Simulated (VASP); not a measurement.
The system is N.

```
CELL_PARAMETERS angstrom
5.56052 0.00000 0.00000
0.00000 5.56052 0.00000
0.00000 0.00000 5.56052
ATOMIC_POSITIONS crystal
N 0.05740 0.44260 0.55740
N 0.44260 0.55740 0.05740
N 0.55740 0.05740 0.44260
N 0.94260 0.94260 0.94260
N 0.94260 0.55740 0.44260
N 0.55740 0.44260 0.94260
N 0.44260 0.94260 0.55740
N 0.05740 0.05740 0.05740
```

```yaml
Program: VASP 6.6.1
Task: relaxation of cell and atoms
Functional: PBE
Potentials_or_basis: VASP PAW PBE potentials, release 64 (N)
Cutoff: 600 eV
k_mesh: 4 × 4 × 4
Occupations: gaussian, width 0.02 eV
Spin: no spin polarisation
```

At the start: pressure 1.9 GPa; volume 21.49 Å³/atom.

**Question.** How do energy, volume and symmetry change on relaxing?

**Answer.** Over 13 steps the energy falls by 8.1 meV/atom and the volume is 25.75 Å³/atom (+19.8 %); space group Pa-3 (No. 205, to 0.05 Å).

The path:
| step | energy change (eV) | largest force (eV/Å) | pressure (GPa) | volume (Å³) |
| --- | --- | --- | --- | --- |
| 1 | 0.0000 | 0.9757 | 1.89 | 171.93 |
| 2 | 2.4184 | 10.4693 | -14.65 | 178.31 |
| 3 | -0.0129 | 0.2258 | 0.25 | 172.32 |
| 4 | -0.0133 | 0.0782 | 0.45 | 172.26 |
| 5 | -0.0133 | 0.0522 | 0.49 | 172.25 |
| 6 | -0.0180 | 0.0521 | 0.45 | 173.66 |
| 7 | -0.0305 | 0.0440 | 0.37 | 177.92 |
| 8 | -0.0488 | 0.0151 | 0.29 | 186.65 |
| 9 | -0.0631 | 0.3084 | 0.38 | 204.95 |
| 10 | -0.0645 | 0.0604 | -0.06 | 206.15 |
| 11 | -0.0645 | 0.0114 | 0.00 | 205.99 |
| 12 | -0.0645 | 0.0173 | 0.00 | 206.01 |
| 13 | -0.0645 | 0.0001 | 0.02 | 206.01 |

Final structure:
```
CELL_PARAMETERS angstrom
5.90602 0.00000 0.00000
0.00000 5.90602 0.00000
0.00000 0.00000 5.90602
ATOMIC_POSITIONS crystal
N 0.05438 0.44562 0.55438
N 0.44562 0.55438 0.05438
N 0.55438 0.05438 0.44562
N 0.94562 0.94562 0.94562
N 0.94562 0.55438 0.44562
N 0.55438 0.44562 0.94562
N 0.44562 0.94562 0.55438
N 0.05438 0.05438 0.05438
```

Caveat: the standard files for N, O and F lose accuracy on very short bonds; the volume moved by over 15 % at a fixed basis, so the end points are rough.
